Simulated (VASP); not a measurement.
Input of a VASP 6.6.1 run:

POSCAR

```
CaF2
1.0
    0.0000000000      2.7101000000      2.7101000000
    2.7101000000      0.0000000000      2.7101000000
    2.7101000000      2.7101000000      0.0000000000
Ca F
1 2
Direct
    0.0000000000      0.0000000000      0.0000000000
    0.2500000000      0.2500000000      0.2500000000
    0.7500000000      0.7500000000      0.7500000000
```

The input INCAR.step1:

```
ALGO = Normal
EDIFF = 1E-4
ENCUT = 520
GGA = PE
ISMEAR = 0
LASPH = True
LCHARG = False
LREAL = False
LWAVE = True
NBANDS = 19
NELM = 100
PREC = Accurate
SIGMA = 0.02
```

INCAR.step2

```
ALGO = Normal
EDIFF = 1E-6
ENCUT = 520
ISIF = 2
ISMEAR = 0
ISTART = 1
IVDW = 12
LASPH = True
LCHARG = True
LELF = True
LMIXTAU = True
LREAL = False
LVHAR = True
LWAVE = False
METAGGA = R2SCAN
NBANDS = 19
NELM = 100
PREC = Accurate
SIGMA = 0.02
VDW_A1 = 0.49484001
VDW_A2 = 5.73083694
VDW_S6 = 1.0
VDW_S8 = 0.78981345
```

Contents of KPOINTS:

```
k-points
0
Gamma
  8 8 8
```

Potentials or basis: VASP PAW PBE potentials, release 64 (Ca_sv, F).

Command:

```sh
$ cat potpaw_PBE.64/Ca_sv/POTCAR potpaw_PBE.64/F/POTCAR > POTCAR
$ cp INCAR.step1 INCAR
$ mpirun -np 1 vasp_std > vasp.out
$ cp INCAR.step2 INCAR
$ mpirun -np 1 vasp_std > vasp.out
```

Question: What does it give for the dispersion energy per atom?

Answer: -0.076 eV.

Question: What does it give for the pressure?

Answer: 0.7 GPa.

Question: Estimate the band gap on the k mesh.

Answer: 8.08 eV, indirect (least direct gap 8.35 eV).

Caveat: the PAW data sets were made with another functional, which shifts forces and pressure a little. A k mesh can miss the band edges.
